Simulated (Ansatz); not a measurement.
# Al2O3: the cost of one run

All numbers are computed with Ansatz 0.2.0, driven from Python. Level of theory: DFT PBEsol, plane waves, PAW.

### Step 1. The system

Al2O3 P-3m1: Symmetry: P-3m1, No. 164, trigonal system. Conventional cell: a = 3.017 Å, b = 3.017 Å, c = 7.575 Å, α = 90.00°, β = 90.00°, γ = 120.00°. Al (site symmetry 3m) is surrounded by 4 O at 1.68 to 1.84 Å. O (site symmetry 3m) has 3 Al at 1.84 Å as nearest neighbours. O (site symmetry -3m) is surrounded by 2 Al at 1.68 Å.

Al2O3 P-6m2: The structure is hexagonal, space group P-6m2 (No. 187). Conventional cell: a = 2.884 Å, b = 2.884 Å, c = 9.337 Å, α = 90.00°, β = 90.00°, γ = 120.00°. Al (site symmetry 3m) is surrounded by 6 O at 1.80 to 2.18 Å. O (site symmetry 3m) has 3 Al at 1.80 Å as nearest neighbours. O (site symmetry -6m2) has 6 Al at 2.18 Å as nearest neighbours.

Al2O3 R3m: The structure is trigonal, space group R3m (No. 160). The conventional cell has a = 3.002 Å, b = 3.002 Å, c = 17.300 Å, α = 90.00°, β = 90.00°, γ = 120.00°. Around Al (site symmetry 3m) lie 6 O at 1.96 to 1.98 Å. Al (site symmetry 3m) has 5 O at 1.73 to 1.96 Å as nearest neighbours. Around O (site symmetry 3m) lie 3 Al at 1.73 Å. Only part of the 5 independent sites is listed.

Input file al2o3_p_3m1.extxyz:

```xyz
5
Lattice="3.01748254 0.0 0.0 -1.50874127 2.61321654 0.0 0.0 0.0 7.574636" Properties=species:S:1:pos:R:3 pbc="T T T"
Al    0.00000000    0.00000000    2.10537765
Al    0.00000000    0.00000000    5.46925835
O    -0.00000002    1.74214437    1.51079145
O     1.50874129    0.87107217    6.06384455
O     0.00000000    0.00000000    3.78731800
```

Input file al2o3_p_6m2.cif:

```cif
data_Al2O3
_cell_length_a 2.884325
_cell_length_b 2.884325
_cell_length_c 9.336754
_cell_angle_alpha 90.00000
_cell_angle_beta 90.00000
_cell_angle_gamma 120.00000
_symmetry_space_group_name_H-M 'P 1'
_symmetry_Int_Tables_number 1
loop_
_symmetry_equiv_pos_as_xyz
'x, y, z'
loop_
_atom_site_label
_atom_site_type_symbol
_atom_site_fract_x
_atom_site_fract_y
_atom_site_fract_z
Al1 Al    0.000000    0.000000    0.149992
Al2 Al    0.000000    0.000000    0.850008
O3 O    0.333333    0.666667    0.222317
O4 O    0.666667    0.333333    0.000000
O5 O    0.333333    0.666667    0.777683
```

Input file al2o3_r3m.xyz:

```xyz
5
Lattice="1.50084325 0.86651225 5.76671378 -1.50084325 0.86651225 5.76671378 0.0 -1.73302451 5.76671378" Properties=species:S:1:pos:R:3 pbc="T T T"
Al    0.00000000   -0.00000000   13.96227421
Al   -0.00000000   -0.00000000    5.30663861
O    -0.00000000   -0.00000000   16.81275155
O     0.00000000   -0.00000000    7.22931161
O    -0.00000000   -0.00000000    3.34748756
```

### Step 2. The code

al2o3_polymorphs.py reads:

```python
import csv
import warnings

import ansatz as az
from ase.io import read
import numpy as np
import spglib

FUNCTIONAL = "PBEsol"
ECUT = 630
KSPACING = 0.34
SMEARING = "fixed"


def solve(name, crystal):
    calc = (
        crystal.calculation()
        .functional(FUNCTIONAL)
        .basis(ECUT)
        .accuracy("medium")
        .mixing("broyden")
        .kpoints(spacing=KSPACING)
        .occupations(SMEARING)
        .stress()
        .band_table()
    )
    calc = calc.relax(force_tolerance=0.02, max_steps=60, cell=True)
    return calc.run(threads=1)


def gap_ev(outcome):
    # nan where the run reports no band edges: a metal, overlapping bands, or a gap that is small against the smearing
    edges = outcome.report.get("band_edges_ev")
    return edges[1] - edges[0] if edges else float("nan")


def volume_per_atom(outcome):
    return abs(np.linalg.det(outcome.lattice.cell_ang)) / len(outcome.lattice.sites)


def space_group(outcome):
    sites = outcome.report["lattice"]["sites"]
    kinds = sorted({site["symbol"] for site in sites})
    cell = (outcome.lattice.cell_ang, [site["position_frac"] for site in sites], [kinds.index(site["symbol"]) for site in sites])
    return spglib.get_spacegroup(cell, symprec=0.01)

warnings.simplefilter("ignore")

phases = {}
p_3m1 = az.Crystal.from_extxyz("al2o3_p_3m1.extxyz")
phases["P-3m1"] = p_3m1
atoms = read("al2o3_p_6m2.cif")
p_6m2 = az.Crystal.from_ase(atoms)
phases["P-6m2"] = p_6m2
r3m = az.Crystal.from_extxyz("al2o3_r3m.xyz")
phases["R3m"] = r3m

done = {}
for name, crystal in phases.items():
    try:
        done[name] = solve(name, crystal)
    except az.NonConvergedError as error:
        print(name, "did not converge:", str(error)[:120])

energy = {name: o.report["energy_sigma0_ev"] / len(o.lattice.sites) for name, o in done.items()}
lowest = min(energy.values())
rows = [(name, len(o.lattice.sites), 1000 * (energy[name] - lowest), gap_ev(o), volume_per_atom(o), space_group(o)) for name, o in done.items()]
rows.sort(key=lambda row: row[2])
with open("polymorphs.csv", "w", newline="") as handle:
    writer = csv.writer(handle)
    writer.writerow(["phase", "atoms", "dE (meV/atom)", "gap (eV)", "V (A^3/atom)", "space group"])
    writer.writerows([round(v, 4) if isinstance(v, float) else v for v in row] for row in rows)
print(open("polymorphs.csv").read())
print("lowest in energy:", rows[0][0])
```

### Step 3. The calls as engine input

The package turns the script's settings into the engine's input (first run):

```yaml
crystal:
  lattice:
    - [3.01748254, 0.0, 0.0]
    - [-1.50874127, 2.61321654, 0.0]
    - [0.0, 0.0, 7.574636]
  atoms:
    - { symbol: Al, position: [0.0, 0.0, 0.2779509998896316] }
    - { symbol: Al, position: [0.0, 0.0, 0.7220490001103683] }
    - { symbol: O, position: [0.3333333286186425, 0.6666666704933684, 0.19945400016581655] }
    - { symbol: O, position: [0.6666666713813575, 0.33333332950663175, 0.8005459998341834] }
    - { symbol: O, position: [0.0, 0.0, 0.5] }
accuracy: medium
basis:
  ecutwfc: 630.0
kpoints:
  mp_grid:
    kspacing: 0.34
hamiltonian:
  xc: pbesol
scf:
  mixing:
    algorithm: broyden
  occupations:
    method: fixed
relax:
  f_tol: 0.02
  max_steps: 60
  cell: {}
output:
  stress: true
  eigenvalues: true
```

### Step 4. The run

Started as:

```bash
$ python al2o3_polymorphs.py
```

What time and memory should one allow on 1 thread of Arm Neoverse V1, shared host?

About 2.7 min, with a peak of 0.54 GiB.
